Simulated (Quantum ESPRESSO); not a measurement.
# Al (Im-3m) in Quantum ESPRESSO: a series of runs

One crystal, Al, is run at these levels: PBEsol; tasks: phonons.

Everything below comes from runs of Quantum ESPRESSO 7.5. Logs are shortened: lines on timing, memory, paths and dates and some standing lists are left out, and cuts for length are marked.

### Step 1. The crystal as given

It takes space group Im-3m (No. 229, cubic). Conventional cell: a = 3.182 Å, b = 3.182 Å, c = 3.182 Å, α = 90.00°, β = 90.00°, γ = 90.00°. Around Al (site symmetry m-3m) lie 8 Al at 2.76 Å.

This isn't the form of Al at room conditions, which is fcc.

### Step 2. Phonons, PBEsol

Contents of pw.in:

```
&CONTROL
  calculation = 'scf'
  prefix = 'pwscf'
  outdir = './tmp'
  pseudo_dir = './pseudo'
  tprnfor = .true.
  tstress = .true.
  disk_io = 'low'
/
&SYSTEM
  ibrav = 0
  nat = 1
  ntyp = 1
  ecutwfc = 40
  nbnd = 6
  occupations = 'smearing'
  smearing = 'mv'
  degauss = 0.01469973
/
&ELECTRONS
  conv_thr = 2d-10
  electron_maxstep = 120
  mixing_beta = 0.5
/
ATOMIC_SPECIES
Al    26.9815 Al.upf
CELL_PARAMETERS angstrom
  -1.5912186900    1.5912186900    1.5912186900
   1.5912186900   -1.5912186900    1.5912186900
   1.5912186900    1.5912186900   -1.5912186900
ATOMIC_POSITIONS angstrom
Al     0.0000000000    0.0000000000    0.0000000000
K_POINTS automatic
12 12 12 0 0 0
```

Contents of scf2.in:

```
&CONTROL
  calculation = 'scf'
  prefix = 'pwscf'
  outdir = './tmp'
  pseudo_dir = './pseudo'
  tprnfor = .true.
  tstress = .true.
  disk_io = 'low'
/
&SYSTEM
  ibrav = 0
  nat = 1
  ntyp = 1
  ecutwfc = 40
  nbnd = 6
  occupations = 'smearing'
  smearing = 'mv'
  degauss = 0.01469973
/
&ELECTRONS
  conv_thr = 1d-13
  electron_maxstep = 120
  mixing_beta = 0.5
  startingpot = 'file'
  startingwfc = 'file'
/
ATOMIC_SPECIES
Al    26.9815 Al.upf
CELL_PARAMETERS angstrom
  -1.5912186900    1.5912186900    1.5912186900
   1.5912186900   -1.5912186900    1.5912186900
   1.5912186900    1.5912186900   -1.5912186900
ATOMIC_POSITIONS angstrom
Al     0.0000000000    0.0000000000    0.0000000000
K_POINTS automatic
12 12 12 0 0 0
```

Contents of ph.in:

```
phonons of Al
&INPUTPH
  prefix = 'pwscf'
  outdir = './tmp'
  tr2_ph = 1d-18
  fildyn = 'dyn'
  niter_ph = 90
  alpha_mix(1) = 0.4
/
0.0000000000 0.8660254038 0.0000000000
```

Potentials or basis: PseudoDojo 0.4.1 SR PBEsol standard.

Command:

```bash
OMP_NUM_THREADS=1 pw.x -in pw.in > pw.out
OMP_NUM_THREADS=1 pw.x -in scf2.in > scf2.out
OMP_NUM_THREADS=1 ph.x -in ph.in > ph.out
```

pw.out:

```text
This program is part of the open-source Quantum ESPRESSO suite
     for quantum simulation of materials; please cite
[... 9 lines left out ...]
     --------------------
     sticks:   dense  smooth     PW     G-vecs:    dense   smooth      PW
     Sum         333     333    129                 3781     3781     959

     Using Slab Decomposition

     bravais-lattice index     =            0
     lattice parameter (alat)  =       5.2082  a.u.
     unit-cell volume          =     108.7542 (a.u.)^3
     number of atoms/cell      =            1
     number of atomic types    =            1
     number of electrons       =         3.00
     number of Kohn-Sham states=            6
     kinetic-energy cutoff     =      40.0000  Ry
     charge density cutoff     =     160.0000  Ry
     scf convergence threshold =      2.0E-10
     mixing beta               =       0.5000
     number of iterations used =            8  plain     mixing
     Exchange-correlation= PBESOL
                           (   1   4  10   8   0   0   0)

     celldm(1)=   5.208221  celldm(2)=   0.000000  celldm(3)=   0.000000
     celldm(4)=   0.000000  celldm(5)=   0.000000  celldm(6)=   0.000000

     crystal axes: (cart. coord. in units of alat)
               a(1) = (  -0.577350   0.577350   0.577350 )
               a(2) = (   0.577350  -0.577350   0.577350 )
               a(3) = (   0.577350   0.577350  -0.577350 )

     reciprocal axes: (cart. coord. in units 2 pi/alat)
               b(1) = ( -0.000000  0.866025  0.866025 )
               b(2) = (  0.866025 -0.000000  0.866025 )
               b(3) = (  0.866025  0.866025  0.000000 )

     PseudoPot. # 1 for Al read from file:
     Al.upf
     Pseudo is Norm-conserving + core correction, Zval =  3.0
     Generated using ONCVPSP code by D. R. Hamann
     Using radial grid of 1876 points,  6 beta functions with:
                l(1) =   0
                l(2) =   0
                l(3) =   1
                l(4) =   1
                l(5) =   2
                l(6) =   2

     atomic species   valence    mass     pseudopotential
     Al                3.00    26.98150     Al( 1.00)

     48 Sym. Ops., with inversion, found

   Cartesian axes

     site n.     atom                  positions (alat units)
         1        Al     tau(   1) = (   0.0000000   0.0000000   0.0000000  )

     number of k points=    72  Marzari-Vanderbilt smearing, width (Ry)=  0.0147
                       cart. coord. in units 2pi/alat
        k(    1) = (   0.0000000   0.0000000   0.0000000), wk =   0.0011574
        k(    2) = (   0.0721688   0.0721688   0.0000000), wk =   0.0138889
        k(    3) = (   0.1443376   0.1443376   0.0000000), wk =   0.0138889
        k(    4) = (   0.2165064   0.2165064   0.0000000), wk =   0.0138889
        k(    5) = (   0.2886751   0.2886751   0.0000000), wk =   0.0138889
        k(    6) = (   0.3608439   0.3608439   0.0000000), wk =   0.0138889
[... 64 lines left out ...]
        k(   71) = (  -0.8660254  -0.0721688  -0.0721688), wk =   0.0138889
        k(   72) = (  -0.8660254  -0.8660254  -0.8660254), wk =   0.0011574

     Dense  grid:     3781 G-vectors     FFT dimensions: (  24,  24,  24)

     Initial potential from superposition of free atoms

     starting charge       2.9977, renormalised to       3.0000
     Starting wfcs are    4 randomized atomic wfcs +    2 random wfcs

     Self-consistent Calculation

     iteration #  1     ecut=    40.00 Ry     beta= 0.50
     Davidson diagonalization with overlap
     ethr =  1.00E-02,  avg # of iterations =  6.2

     Threshold (ethr) on eigenvalues was too large:
     Diagonalizing with lowered threshold

     Davidson diagonalization with overlap
     ethr =  1.80E-04,  avg # of iterations =  2.9

     total energy              =      -4.63266850 Ry
     estimated scf accuracy    <       0.00531636 Ry

     iteration #  2     ecut=    40.00 Ry     beta= 0.50
     Davidson diagonalization with overlap
     ethr =  1.77E-04,  avg # of iterations =  1.0

     total energy              =      -4.63226405 Ry
     estimated scf accuracy    <       0.00110636 Ry

     iteration #  3     ecut=    40.00 Ry     beta= 0.50
     Davidson diagonalization with overlap
     ethr =  3.69E-05,  avg # of iterations =  1.9

     total energy              =      -4.63231021 Ry
     estimated scf accuracy    <       0.00000084 Ry

     iteration #  4     ecut=    40.00 Ry     beta= 0.50
     Davidson diagonalization with overlap
     ethr =  2.80E-08,  avg # of iterations =  4.7

     total energy              =      -4.63231272 Ry
     estimated scf accuracy    <       0.00000002 Ry

     iteration #  5     ecut=    40.00 Ry     beta= 0.50
     Davidson diagonalization with overlap
     ethr =  5.68E-10,  avg # of iterations =  1.8

     total energy              =      -4.63231273 Ry
     estimated scf accuracy    <          1.1E-09 Ry

     iteration #  6     ecut=    40.00 Ry     beta= 0.50
     Davidson diagonalization with overlap
     ethr =  3.64E-11,  avg # of iterations =  1.6

     End of self-consistent calculation

          k = 0.0000 0.0000 0.0000 (   459 PWs)   bands (ev):

    -3.1733  21.5183  21.5183  23.0958  23.0958  23.0958

          k = 0.0722 0.0722 0.0000 (   451 PWs)   bands (ev):

    -2.9705  19.3457  20.3570  20.7550  22.2859  23.3164

          k = 0.1443 0.1443 0.0000 (   465 PWs)   bands (ev):

    -2.3638  15.8887  18.9675  19.3886  20.9506  22.1496

          k = 0.2165 0.2165 0.0000 (   465 PWs)   bands (ev):

    -1.3584  12.4781  17.8630  18.1461  19.7897  21.1681

          k = 0.2887 0.2887 0.0000 (   468 PWs)   bands (ev):

     0.0373   9.3256  17.0728  17.2127  18.9341  20.3931

          k = 0.3608 0.3608 0.0000 (   464 PWs)   bands (ev):

     1.8092   6.4913  16.5996  16.6411  18.4152  19.8968

          k =-0.4330-0.4330 0.0000 (   476 PWs)   bands (ev):

     3.7078   4.2375  16.4416  16.4489  18.2409  19.7262

          k = 0.1443 0.0722 0.0722 (   464 PWs)   bands (ev):

    -2.5657  17.6290  17.8360  19.6793  22.4128  22.5475

          k = 0.2165 0.1443 0.0722 (   462 PWs)   bands (ev):

    -1.7597  14.2731  16.3708  18.4404  21.3208  22.6255

          k = 0.2887 0.2165 0.0722 (   463 PWs)   bands (ev):

    -0.5591  10.9963  15.3039  17.4440  20.3266  22.2679

          k = 0.3608 0.2887 0.0722 (   469 PWs)   bands (ev):

     1.0253   8.0052  14.5837  16.7653  19.6332  21.7862

          k = 0.4330 0.3608 0.0722 (   465 PWs)   bands (ev):

     2.9685   5.3546  14.2211  16.4232  19.2797  21.5043

          k = 0.2887 0.1443 0.1443 (   461 PWs)   bands (ev):

    -0.7585  12.7301  13.3249  17.3726  21.9031  22.3063

          k = 0.3608 0.2165 0.1443 (   467 PWs)   bands (ev):

     0.6311   9.8507  12.1653  16.5410  21.3029  23.1604

          k = 0.4330 0.2887 0.1443 (   465 PWs)   bands (ev):

     2.3946   7.0524  11.5927  16.0276  20.8124  24.0295

          k = 0.5052 0.3608 0.1443 (   467 PWs)   bands (ev):

     4.2720   4.8259  11.4037  15.8545  20.6433  24.2678

          k = 0.4330 0.2165 0.2165 (   468 PWs)   bands (ev):

     2.2009   8.7914   9.5262  15.8752  22.4317  22.9431

          k = 0.5052 0.2887 0.2165 (   468 PWs)   bands (ev):

     4.1208   6.4694   8.8532  15.5319  22.3515  24.3526

          k = 0.5774 0.2887 0.2887 (   463 PWs)   bands (ev):

     5.9661   5.9661   6.9743  15.3620  24.0686  24.0686

          k = 0.1443 0.1443 0.1443 (   456 PWs)   bands (ev):

    -1.9608  16.0702  16.0702  16.6584  24.2190  24.2191

          k = 0.2165 0.2165 0.1443 (   466 PWs)   bands (ev):

    -0.9582  12.8087  14.7868  15.3852  23.6014  23.9744

          k = 0.2887 0.2887 0.1443 (   470 PWs)   bands (ev):

     0.4334   9.6858  13.8544  14.5244  22.8911  23.3664

          k = 0.3608 0.3608 0.1443 (   470 PWs)   bands (ev):

     2.1997   6.8674  13.2910  14.0032  22.4131  22.9575

          k = 0.4330 0.4330 0.1443 (   472 PWs)   bands (ev):

     4.0837   4.6312  13.1027  13.8284  22.2478  22.8149

          k =-0.0000-0.0000 0.1443 (   458 PWs)   bands (ev):

    -2.7680  18.7860  18.7860  21.1456  21.2198  21.9153

          k = 0.2887 0.2165 0.2165 (   469 PWs)   bands (ev):

     0.2354  11.4265  12.0359  14.1286  24.7694  24.7963

          k = 0.3608 0.2887 0.2165 (   470 PWs)   bands (ev):

     1.8102   8.7211  11.0459  13.3992  24.3356  25.5348

          k = 0.4330 0.3608 0.2165 (   469 PWs)   bands (ev):
[... 105 lines left out ...]
     4.4609   5.0234  12.8656  15.1615  21.4776  21.9767

          k =-0.7939-0.2165-0.2887 (   459 PWs)   bands (ev):

     4.1241   6.4921  10.9464  15.9228  20.0358  21.5539

          k =-0.7217-0.1443-0.2887 (   462 PWs)   bands (ev):

     3.9413   8.2231   8.9327  17.4227  18.1991  21.3692

          k =-0.7217-0.2165-0.2165 (   460 PWs)   bands (ev):

     5.7786   6.3168   8.4789  17.5558  19.4735  19.8835

          k = 0.4330 0.4330 0.4330 (   456 PWs)   bands (ev):

     7.0958   7.0958   7.0958   8.6411  30.1912  30.1913

          k = 0.0000 0.0000 0.4330 (   458 PWs)   bands (ev):

     0.4341  13.2146  13.2146  14.7270  16.3578  25.0654

          k =-0.0000-0.0722 0.5052 (   458 PWs)   bands (ev):

     1.8120  10.8680  12.3281  14.3346  16.2594  23.9927

          k = 0.0000-0.1443 0.5774 (   457 PWs)   bands (ev):

     3.5592   8.1626  11.7965  13.9364  17.5553  21.6369

          k = 0.0722-0.0722 0.5774 (   463 PWs)   bands (ev):

     3.3680   9.8920  10.4325  14.6243  15.8208  21.4934

          k =-0.8660-0.2165-0.2165 (   462 PWs)   bands (ev):

     5.4024   5.9853  11.6193  13.7692  19.0967  19.7737

          k =-0.7939-0.1443-0.2165 (   463 PWs)   bands (ev):

     5.2680   7.5918   9.8547  14.7042  16.9643  19.2046

          k =-0.7217-0.1443-0.1443 (   466 PWs)   bands (ev):

     7.0949   7.0949   8.0567  16.2775  16.2775  17.7483

          k =-0.0000-0.0000 0.5774 (   458 PWs)   bands (ev):

     3.1755  11.4404  11.4404  12.6976  14.5034  21.3574

          k = 0.0000-0.0722 0.6495 (   464 PWs)   bands (ev):

     4.9022   9.3853  10.9087  12.7407  14.7173  18.8414

          k =-0.8660-0.1443-0.1443 (   466 PWs)   bands (ev):

     6.7189   7.2842  10.7316  12.6942  15.8952  17.1208

          k =-0.7939-0.0722-0.1443 (   468 PWs)   bands (ev):

     6.7658   8.7712   9.3483  13.4638  14.4195  16.6162

          k = 0.0000 0.0000 0.7217 (   462 PWs)   bands (ev):

     6.5976  10.3771  10.3771  11.4776  13.1448  16.3455

          k =-0.8660-0.0722-0.0722 (   474 PWs)   bands (ev):

     8.3974   8.8255  10.2000  11.8329  13.0771  14.9193

          k =-0.8660-0.8660-0.8660 (   466 PWs)   bands (ev):

    10.0231  10.0231  10.0231  11.0706  11.0706  13.9709

     the Fermi energy is     8.1148 ev

!    total energy              =      -4.63231273 Ry
     estimated scf accuracy    <          1.4E-12 Ry
     smearing contrib. (-TS)   =      -0.00010109 Ry
     internal energy E=F+TS    =      -4.63221163 Ry

     The total energy is F=E-TS. E is the sum of the following terms:
     one-electron contribution =       2.98581288 Ry
     hartree contribution      =       0.00483537 Ry
     xc contribution           =      -2.17665852 Ry
     ewald contribution        =      -5.44620137 Ry

     convergence has been achieved in   6 iterations

     Forces acting on atoms (cartesian axes, Ry/au):

     atom    1 type  1   force =     0.00000000    0.00000000    0.00000000

     Total force =     0.000000     Total SCF correction =     0.000000

     Computing stress (Cartesian axis) and pressure

          total   stress  (Ry/bohr**3)                   (kbar)     P=       20.61
   0.00014009  -0.00000000  -0.00000000           20.61       -0.00       -0.00
  -0.00000000   0.00014009  -0.00000000           -0.00       20.61       -0.00
  -0.00000000  -0.00000000   0.00014009           -0.00       -0.00       20.61

=------------------------------------------------------------------------------=
   JOB DONE.
=------------------------------------------------------------------------------=
```

Run time: 18 s. Hardware: 1 thread of Intel Xeon Platinum 8259CL at 2.50GHz (Skylake/Cascade Lake), shared host; peak memory 0.09 GiB.

Results:

| Quantity | Value |
| --- | --- |
| Free energy | -63.0258 eV |
| Pressure after relaxing | 2.1 GPa |
| Band gap on the k mesh | none (metal or under the smearing width) |
| Highest phonon frequency at the q point run | 301 cm⁻¹ |

Levels at points of the mesh, in eV from the Fermi level:
| k point | band 1 | band 2 | band 3 | band 4 | band 5 |
| --- | --- | --- | --- | --- | --- |
| (0.00, 0.00, 0.00) | -11.29 | 13.40 | 13.40 | 14.98 | 14.98 |
| (0.00, 0.00, -0.50) | -4.41 | -3.88 | 8.33 | 8.33 | 10.13 |
| (-0.50, -0.50, -0.50) | 1.91 | 1.91 | 1.91 | 2.96 | 2.96 |

Phonon frequencies in cm⁻¹ (negative: imaginary):
```
               q point  frequencies
(0.500, -0.500, 0.500)  301 301 301
```

Phonon modes at q = (0.500, -0.500, 0.500) in reciprocal lattice units:
```tsv
mode	symmetry	cm⁻¹
1	T_1u	301
2	T_1u	301
3	T_1u	301
```

(Part 1 of 2 ends here.)
